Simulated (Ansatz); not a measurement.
# Ti3Al (P6_3/mmc), one atom moved along a line

These are results of Ansatz, DFT PBEsol, scalar-relativistic, plane waves, PAW, not measurements. Cutoff 420 eV, Γ-centred 12×12×10 k-points, Gaussian smearing of 0.15 eV. No spin polarisation. Energies are free energies at this smearing, counted from the undisturbed cell; pressure is positive in compression.

The starting cell (relaxed at this level; it needn't be the usual structure):

```
Ti Al
1.0
     5.68780    0.00000    0.00000
    -2.84390    4.92578    0.00000
     0.00000    0.00000    4.60772
Ti Al
6 2
Direct
  0.83031 0.16969 0.25000
  0.66062 0.83031 0.75000
  0.83031 0.66062 0.25000
  0.16969 0.83031 0.75000
  0.33938 0.16969 0.25000
  0.16969 0.33938 0.75000
  0.33333 0.66667 0.25000
  0.66667 0.33333 0.75000
```

Atom 1 (Ti) is moved by x along the Cartesian unit vector (-0.700, -0.419, -0.578); the cell and all other atoms stay fixed. The cell is metallic on the mesh throughout.

```csv
x (Å),ΔE (meV/cell),force along x on the moved atoms (eV/Å),pressure (GPa)
-0.6000,1434.1,4.84,3.2
-0.4500,796.1,3.64,2.0
-0.3000,346.8,2.36,0.9
0.0000,0.0,0.00,0.0
0.1500,88.8,-1.20,0.2
0.3000,366.0,-2.50,1.0
0.4500,836.4,-3.73,2.1
0.6000,1466.7,-4.60,3.4
```